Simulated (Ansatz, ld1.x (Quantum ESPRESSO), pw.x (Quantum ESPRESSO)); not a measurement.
**Equation-of-state test of one RRKJ potential (Hf (Z = 72))**

hafnium, norm-conserving RRKJ (Kleinman–Bylander form), made with ld1.x (Quantum ESPRESSO) 7.5 (PBE, scalar-relativistic). Core [Xe] 4f14, reference 5d2 6s2 6p0. Waves: 6p (bound, empty): rc 3.20 bohr; 5d (bound): rc 2.55 bohr; 6s (bound): rc 2.35 bohr. Local part: the s channel. Core correction: a·sin(br)/r model core inside 2.10 bohr.

Atomic tests: cutoffs needed: 18 Ry and 30 Ry (the cutoffs (Ry, on a coarse ladder) from which the occupation-weighted sum of valence levels, in a spherical-Bessel basis at the reference potential, stays within 10 and 1 mRy of its value at 400 Ry); ghost test: no extra level below or beside the all-electron valence levels (p, d, s, f tested) (spherical-Bessel basis up to 400 Ry, 20 bohr box); largest excitation error: -261 meV (all-electron minus pseudo) for 5d1 6s0 6p0, out of 7 test configurations.

Crystal test: fcc Hf in pw.x 7.5, no spin, 13³ k-points, Fermi–Dirac smearing 0.01 Ry, cutoffs 50/200 Ry. The reference is all-electron LAPW (Ansatz 0.2.0) with the same functional, mesh and smearing; V0 and B0 come from Birch–Murnaghan fits to the pressures at five volumes. Errors are pseudo minus all-electron; Δ is the rms difference of the E(V) curves that follow from these fits, minima aligned, over ±6 % about the mean V0. Mesh and smearing are coarse, so the numbers serve the comparison and aren't converged zero-temperature values; the lattice is a test structure that the element need not adopt.

| V (Å³/atom) | P all-electron (GPa) | P pseudo (GPa) |
| --- | --- | --- |
| 21.547 | 5.40 | 6.25 |
| 22.114 | 2.43 | 3.10 |
| 22.681 | -0.23 | 0.28 |
| 23.248 | -2.62 | -2.25 |
| 23.815 | -4.76 | -4.51 |

All-electron: a0 = 4.490 Å (V0 = 22.63 Å³/atom), B0 = 101.6 GPa.

Pseudopotential: mean pressure error (GPa): +0.53; a0 (Å): 4.497; a0 error (%): +0.16; B0 error (%): +4.1; Δ (meV/atom): 2.6. The largest radius (3.20 bohr) exceeds half the bond length (3.00 bohr), so the spheres overlap, which is one possible source of error among others.

Q: At the middle volume, how do free energy and pressure move when the wave cutoff is lowered (ecutrho kept at four times it)?

A:

```tsv
cutoff (Ry)	shift of F (meV/atom)	shift of P (GPa)
22	+22.3	-0.74
30	+3.9	-0.00
40	+1.8	-0.03
```

Input at the middle volume:

```
&control
  calculation='scf', prefix='x', pseudo_dir='./', outdir='./tmp', tstress=.true., disk_io='none'
/
&system
  ibrav=0, nat=1, ntyp=1, ecutwfc=50, ecutrho=200, nbnd=9,
  occupations='smearing', smearing='fd', degauss=0.01
/
&electrons
  conv_thr=1e-09, mixing_beta=0.4, electron_maxstep=70
/
ATOMIC_SPECIES
Hf 1.0 Hf.UPF
CELL_PARAMETERS angstrom
  0.00000000 2.24669474 2.24669474
  2.24669474 0.00000000 2.24669474
  2.24669474 2.24669474 0.00000000
ATOMIC_POSITIONS crystal
Hf 0.0000 0.0000 0.0000
K_POINTS automatic
13 13 13 0 0 0
```

```bash
pw.x < Hf.scf.in > Hf.scf.out
```

Lines of the output:

```
Message from routine setup:
     using ibrav=0 with symmetry is DISCOURAGED, use correct ibrav instead
     lattice parameter (alat)  =       6.0042  a.u.
     unit-cell volume          =     153.0590 (a.u.)^3
     number of electrons       =         4.00
     number of Kohn-Sham states=            9
     kinetic-energy cutoff     =      50.0000  Ry
     charge density cutoff     =     200.0000  Ry
     scf convergence threshold =      1.0E-09
     Exchange-correlation= PBE
     number of k points=    84  Fermi-Dirac smearing, width (Ry)=  0.0100
     iteration #  1     ecut=    50.00 Ry     beta= 0.40
     total energy              =      -8.95261391 Ry
     estimated scf accuracy    <       0.01800134 Ry
     iteration #  2     ecut=    50.00 Ry     beta= 0.40
     total energy              =      -8.95099147 Ry
     estimated scf accuracy    <       0.00442848 Ry
     iteration #  3     ecut=    50.00 Ry     beta= 0.40
     total energy              =      -8.95150448 Ry
     estimated scf accuracy    <       0.00003938 Ry
     iteration #  4     ecut=    50.00 Ry     beta= 0.40
     total energy              =      -8.95150791 Ry
     estimated scf accuracy    <       0.00001022 Ry
     iteration #  5     ecut=    50.00 Ry     beta= 0.40
     total energy              =      -8.95150921 Ry
     estimated scf accuracy    <       0.00000079 Ry
     iteration #  6     ecut=    50.00 Ry     beta= 0.40
     total energy              =      -8.95150930 Ry
     estimated scf accuracy    <          3.5E-09 Ry
     iteration #  7     ecut=    50.00 Ry     beta= 0.40
     the Fermi energy is     8.6648 ev
!    total energy              =      -8.95150930 Ry
     estimated scf accuracy    <          1.6E-10 Ry
     smearing contrib. (-TS)   =      -0.00655237 Ry
     The total energy is F=E-TS. E is the sum of the following terms:
     one-electron contribution =       5.15585951 Ry
     hartree contribution      =       0.00872058 Ry
     xc contribution           =      -5.47034098 Ry
     ewald contribution        =      -8.63919605 Ry
     convergence has been achieved in   7 iterations
          total   stress  (Ry/bohr**3)                   (kbar)     P=        2.77
     Message from routine punch:
     Nothing written, as per user request (disk_io='none')
```

The run at the middle volume (84 k-points, 7 iterations) took about 7.7 s on one core of a shared host (Intel(R) Xeon(R) Platinum 8488C, 96 threads, 186 GiB, load 29).
